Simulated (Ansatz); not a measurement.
Crystal: TiTe2.

```xyz
3
Lattice="3.7770 0.0000 0.0000 -1.8885 3.2710 0.0000 0.0000 0.0000 6.4980" Properties=species:S:1:pos:R:3 pbc="T T T"
Te    0.0000    2.1807    4.7903
Te    1.8885    1.0903    1.7077
Ti    0.0000    0.0000    0.0000
```

```yaml
Program: Ansatz 0.2.0
Task: relaxation of cell and atoms
Functional: LDA
Potentials_or_basis: all-electron LAPW, scalar-relativistic
Basis_error_allowed: 0.002 eV/atom
k_mesh: 8 × 8 × 4
Occupations: fermi-dirac, width 0.05 eV
Spin: no spin polarisation
```

At the start: volume 26.76 Å³/atom.

Problem. How do energy, volume and symmetry change on relaxing?

Solution. Over 6 steps the energy falls by 25.1 meV/atom and the volume is 24.60 Å³/atom (-8.1 %); space group P-3m1 (No. 164, to 0.05 Å).

Step by step:
| step | energy change (eV) | largest force (eV/Å) | volume (Å³) |
| --- | --- | --- | --- |
| 1 | 0.0000 | 0.3084 | 80.28 |
| 2 | -0.0335 | 0.1402 | 69.69 |
| 3 | -0.0733 | 0.0452 | 74.84 |
| 4 | -0.0754 | 0.0243 | 73.95 |
| 5 | -0.0754 | 0.0034 | 73.81 |
| 6 | -0.0754 | 0.0036 | 73.81 |

Final structure:
```yaml
crystal:
  lattice:
    - [3.67444, 0.00000, 0.00000]
    - [-1.83722, 3.18216, 0.00000]
    - [0.00000, 0.00000, 6.31222]
  atoms:
    - { symbol: Te, position: [0.33333, 0.66667, 0.73052] }
    - { symbol: Te, position: [0.66667, 0.33333, 0.26948] }
    - { symbol: Ti, position: [0.00000, 0.00000, 0.00000] }
```
